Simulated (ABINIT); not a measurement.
Co:

```xyz
2
Lattice="2.4720 0.0000 0.0000 -1.2360 2.1408 0.0000 0.0000 0.0000 4.0211" Properties=species:S:1:pos:R:3 pbc="T T T"
Co    1.2360    0.7136    3.0159
Co    0.0000    1.4272    1.0053
```

| Item | Value |
| --- | --- |
| Program | ABINIT 10.8.3 (patched build) |
| Task | relaxation of cell and atoms |
| Functional | LDA |
| Potentials or basis | JTH PAW LDA v2.0 |
| Cutoff | 707 eV |
| k mesh | 7 × 7 × 4 |
| Occupations | fermi-dirac, width 0.05 eV |
| Spin | collinear spin, ferromagnetic start |
| Starting moments | [2.0, 2.0] μB |

At the start: pressure -14.4 GPa; volume 10.64 Å³/atom.

Problem. Where does the relaxation end?

Solution. Over 7 steps the energy falls by 30.4 meV/atom and the volume is 10.01 Å³/atom (-5.9 %); space group P6_3/mmc (No. 194, to 0.05 Å); moment 2.94 μB per cell.

Step by step:
```
step  energy change (eV)  largest force (eV/Å)  pressure (GPa)  volume (Å³)
   1              0.0000                0.0000          -14.37        21.28
   2             -0.0556                0.0000           -4.31        20.36
   3             -0.0605                0.0000            0.52        19.99
   4             -0.0607                0.0000            0.09        20.02
   5             -0.0608                0.0000           -0.10        20.03
   6             -0.0608                0.0000           -0.03        20.02
   7             -0.0608                0.0000            0.00        20.02
```

Final structure:
```xyz
2
Lattice="2.4297 0.0000 0.0000 -1.2149 2.1042 0.0000 0.0000 0.0000 3.9162" Properties=species:S:1:pos:R:3 pbc="T T T"
Co    1.2149    0.7014    2.9371
Co    0.0000    1.4028    0.9790
```

Caveat: the k mesh is coarse (spacing up to 0.42 Å⁻¹), so the values aren't converged.
